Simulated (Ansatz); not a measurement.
The elements of this relaxed trial crystal are hidden behind letters.

```
lattice vectors (Å)
   5.9856    0.0000    0.0000
   0.0000    5.9856    0.0000
   0.0000    0.0000    5.9856
fractional positions
X 0.0000 0.0000 0.0000
X 0.5000 0.5000 0.5000
Z 0.2500 0.7500 0.2500
Z 0.7500 0.2500 0.2500
Z 0.7500 0.7500 0.7500
Z 0.2500 0.2500 0.7500
```

Level of theory: DFT PBE, scalar-relativistic, plane waves, PAW (Ansatz). Settings of the last relaxation (6-atom cell): 420 eV, 6×6×6 k points, Gaussian smearing of 0.10 eV, no spin polarisation.

| Property | Result |
| --- | --- |
| Space group | Pn-3m (No. 224) |
| Conventional cell | a = 5.986 Å |
| Volume per atom | 35.74 Å³ |
| Density | 4.69 g/cm³ |
| Formation energy | −0.24 eV/atom |
| Gap on the 6×6×6 mesh of the 6-atom cell | 0 eV (the bands overlap slightly) |

Energies are uncorrected and count from the elements' standard states at the same level.

Task: X is a d-block element of period 4 and Z is a p-block element of period 5. Which elements are they?

Result: X = Ti, Z = Te, so the formula is TiTe2, here in the anti-cuprite type. Density times volume gives a mean mass of 4.69 × 35.74/1.6605 = 100.9 u per atom, and this set has 101.0 u. Ti has 4 Te at 2.59 Å; around Te lie 2 Ti at 2.59 Å. Other sets within the hints have nearly the same mass, so mass alone doesn't settle it; this one was computed.

Spin–orbit coupling, which can matter for Te, is left out. The zero gap may come from the functional, which often closes small gaps, or the cell may be a true semimetal. Symmetry constrained the relaxation, so the result can be a saddle point. Another cell of TiTe2 relaxed alike, in P-3m1 (a cell as deposited in COD), lies 0.46 eV/atom lower, so this cell isn't the stable form at this level.
